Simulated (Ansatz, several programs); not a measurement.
BaS (zincblende), relaxed with PBE in Ansatz (plane waves, PAW): space group F-43m (No. 216), cubic; conventional cell a = 7.039 Å, 43.59 Å³ an atom. Ba is surrounded by 4 S at 3.05 Å; S is surrounded by 4 Ba at 3.05 Å. The cell was then scaled with its shape and fractional coordinates held. Values at 0 K without nuclear motion; spin polarisation is off, and the phase may be a hypothetical one.

```
V (Å³/atom)  E (meV/atom)
     40.977         14.29
     42.285          3.22
     43.592          0.00
     46.208         12.83
```

(1) Pass a cubic E = c₀ + c₁u + c₂u² + c₃u³, with u = V − 43.266 Å³, through these points.

(2) Where is the minimum, and what bulk modulus follows?

(3) Predict the energy and the pressure at the withheld volume, 44.900 Å³.

Answers

(1) c₀ = 0.13, c₁ = -1.055, c₂ = 2.060, c₃ = -0.0796 (meV and Å³).

(2) dE/du = 0 at u = +0.260, so V₀ = 43.53 Å³. B = V₀ d²E/dV² = 43.53 × (2c₂ + 6c₃u) = 43.53 × 3.996 = 174 meV/Å³, and 1 meV/Å³ is 0.16022 GPa: 28 GPa. A third-order Birch-Murnaghan fit to all five points gives 43.53 Å³ and 28 GPa.

(3) With u = +1.634: E ≈ 3.56 meV and P = −dE/dV ≈ -0.81 GPa. The run gives 3.52 meV and, from its stress, -0.80 GPa.
